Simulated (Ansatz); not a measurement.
The system is TiO2.

```
Ti O
1.0
     4.54535    0.00000    0.00000
     0.00000    5.51962    0.00000
     0.00000    0.00000    4.90920
Ti O
4 8
Direct
  0.00000 0.17299 0.75000
  0.50000 0.32701 0.25000
  0.00000 0.82701 0.25000
  0.50000 0.67299 0.75000
  0.27145 0.38172 0.91865
  0.77145 0.11828 0.08135
  0.22855 0.11828 0.41865
  0.72855 0.38172 0.58135
  0.27145 0.61828 0.41865
  0.77145 0.88172 0.58135
  0.22855 0.88172 0.91865
  0.72855 0.61828 0.08135
```

Measurements of this composition are mostly on another form, of space group No. 141.

```yaml
Program: Ansatz 0.2.0
Task: relaxation of cell and atoms
Functional: RPBE
Potentials_or_basis: Ansatz PAW
Cutoff: "420 eV (not typed: the program's choice for these potentials)"
k_mesh: 6 × 5 × 6
Occupations: fermi-dirac, width 0.05 eV
Spin: no spin polarisation
```

At the start: volume 10.26 Å³/atom.

Question: Where does the relaxation end?

Answer: It ends after 11 steps and the volume is 10.74 Å³/atom (+4.7 %); space group Pbcn (No. 60, to 0.05 Å).

Step by step:
```csv
step,energy change (eV),largest force (eV/Å),volume (Å³)
1,0.0000,0.1312,123.16
2,-0.1173,0.1669,126.90
3,-0.1260,0.1596,128.24
4,-0.1313,0.1279,128.40
5,-0.1367,0.0510,128.64
6,-0.1378,0.0175,128.63
7,-0.1380,0.0002,128.62
8,-0.1665,0.0006,128.62
9,-0.1642,0.0057,129.20
10,-0.1657,0.0008,128.92
11,-0.1669,0.0006,128.92
```

Final structure:
```cif
data_structure
_symmetry_space_group_name_H-M 'P 1'
_symmetry_Int_Tables_number 1
_cell_length_a 4.6132
_cell_length_b 5.6413
_cell_length_c 4.9538
_cell_angle_alpha 90.000
_cell_angle_beta 90.000
_cell_angle_gamma 90.000
_cell_volume 128.92
loop_
_atom_site_label
_atom_site_type_symbol
_atom_site_fract_x
_atom_site_fract_y
_atom_site_fract_z
_atom_site_occupancy
Ti1 Ti 0.00000 0.17996 0.75000 1
Ti2 Ti 0.50000 0.32004 0.25000 1
Ti3 Ti 0.00000 0.82004 0.25000 1
Ti4 Ti 0.50000 0.67996 0.75000 1
O1 O 0.27061 0.37936 0.91948 1
O2 O 0.77061 0.12064 0.08052 1
O3 O 0.22939 0.12064 0.41948 1
O4 O 0.72939 0.37936 0.58052 1
O5 O 0.27061 0.62064 0.41948 1
O6 O 0.77061 0.87936 0.58052 1
O7 O 0.22939 0.87936 0.91948 1
O8 O 0.72939 0.62064 0.08052 1
```

Caveat: the plane-wave basis is chosen anew once the cell has moved, so the energies of steps on either side of that aren't comparable; the pressure holds a Pulay correction of +0.6 GPa for the finite cutoff; the PAW data sets come from PBE, with cores solved anew for the run's functional, which leaves a small shift of forces and pressure.
